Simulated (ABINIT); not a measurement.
A run of ABINIT 10.8.3 (patched build):

The input run.abi:

```
pp_dirpath "./"
pseudos "Ag_ONCV_PBE-1.2.upf"

acell 3*1.0
rprim
    -3.0832245301     3.1658433687     3.0981146516
     3.1768989799    -3.1792735549     3.2052192875
     3.1386519630     3.2347009877    -3.1115448377
ntypat 1
znucl 47
natom 1
typat 1
xcart
     0.0000000000     0.0000000000     0.0000000000 Angstrom
chkprim 0
chksymtnons 0
tolsym 1.0e-6

ecut 26.0

kptopt 1
ngkpt 8 8 8
nshiftk 1
shiftk 0.0 0.0 0.0

ixc 11
vdw_xc 6

nband 14
occopt 3
tsmear 0.05 eV

nstep 100
tolvrs 1.0e-10

iomode 3
prtwf 0
prteig 0
prtebands 0
prtden 1
prtvha 1
prtvclmb 1
prtpot 1
prtelf 1
```

Potentials or basis: SG15 NC PBE v1.2.

Launch:

```sh
$ abinit run.abi > log 2>&1
```

Hardware: 1 thread of Arm Neoverse V1, on a shared host.

**Question.** How long does it take, and how much memory?

**Answer.** It took 70 s on 1 thread of Arm Neoverse V1, on a shared host, peak memory 0.09 GiB. Counts: scf iterations 8, mpi ranks 1, k points 260, bands 14, plane waves 818.
